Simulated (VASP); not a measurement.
MgO: single point with PBE

MgO:

```xyz
2
Lattice="2.9363 0.0000 0.0000 -1.4681 2.5429 0.0000 0.0000 0.0000 2.5977" Properties=species:S:1:pos:R:3 pbc="T T T"
Mg    0.0000    0.0000    0.0000
O     0.0000    1.6953    1.2989
```

Measurements of this composition are mostly on another form, of space group No. 225.

The cell isn't the ideal one: strained and moved within the space group.

```json
{
 "Program": "VASP 6.6.1",
 "Task": "single point",
 "Functional": "PBE",
 "Potentials or basis": "VASP PAW PBE potentials, release 64 (Mg, O)",
 "Cutoff": "520 eV",
 "k mesh": "12 × 12 × 10",
 "Occupations": "gaussian, width 0.02 eV",
 "Spin": "no spin polarisation",
 "Dipole correction": "no",
 "Further INCAR settings": "ALGO = Fast; EDIFF = 1e-06; NBANDS = 11"
}
```

| Property | Result |
| --- | --- |
| Pressure | 4.9 GPa |
| Band gap on the k mesh | 3.04 eV, indirect (least direct gap 3.39 eV) |

Stress tensor (GPa, compression positive):
```
-1.14  0.00  0.00
 0.00 -1.14  0.00
 0.00  0.00 17.12
```

Levels at points of the mesh, in eV from the valence-band top:
```
           k point  band 2  band 3  band 4  band 5  band 6  band 7
(0.00, 0.00, 0.00)   -1.02   -1.02   -0.35    3.04   11.93   15.17
(0.50, 0.00, 0.00)   -5.32   -1.73   -0.04    6.44   10.59   13.46
(0.00, 0.00, 0.50)   -5.64   -0.42   -0.42    8.15    9.25   17.47
(0.50, 0.00, 0.50)   -4.08   -3.65   -1.16    5.89   11.22   14.36
```

Wall time 23 s on 1 thread of Intel(R) Xeon(R) Platinum 8488C (Sapphire Rapids) (shared host), peak memory 0.15 GiB.

A k mesh can miss the band edges.
